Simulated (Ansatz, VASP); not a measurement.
## Two plane-wave programs on TaN

```
Ta N
1.0
     3.13446    0.00000    0.00000
    -1.56723    2.71452    0.00000
     0.00000    0.00000    6.08686
Ta N
2 2
Cartesian
  0.0000 1.8097 0.1904
  1.5672 0.9048 3.2338
  0.0000 1.8097 2.1530
  1.5672 0.9048 5.1965
```

Alike in both runs: functional r2SCAN; k mesh 18 × 18 × 8; occupations gaussian, width 0.1 eV; no spin polarisation.

Ansatz relaxed the structure, and its values are those at the end. VASP's run is a single point on that final structure, the one shown.

|  | VASP | Ansatz |
| --- | --- | --- |
| version | VASP 6.6.1 | Ansatz 0.2.0 |
| potentials or method | VASP PAW PBE potentials, release 64 (Ta_pv, N) | scalar-relativistic, plane waves, PAW |
| plane-wave cutoff (eV) | 520 | 500 |
| valence electrons in the cell | 32 | 36 |

|  | VASP | Ansatz | Ansatz less VASP |
| --- | --- | --- | --- |
| gap on the k mesh at the Fermi level (eV) | none | none | - |
| pressure (GPa) | 1.2 | 0.0 | -1.18 |
| rms of the force components (eV/Å) | 0.023 | 0.000 | -0.0225 |

A gap of «none» marks a metal or a gap that the smearing closes. The two sets of potentials don't hold the same shells in valence.

Caveats: the PAW data sets were made with another functional, which shifts forces and pressure a little (VASP). Spin-orbit coupling is left out, which matters for the levels of Ta.
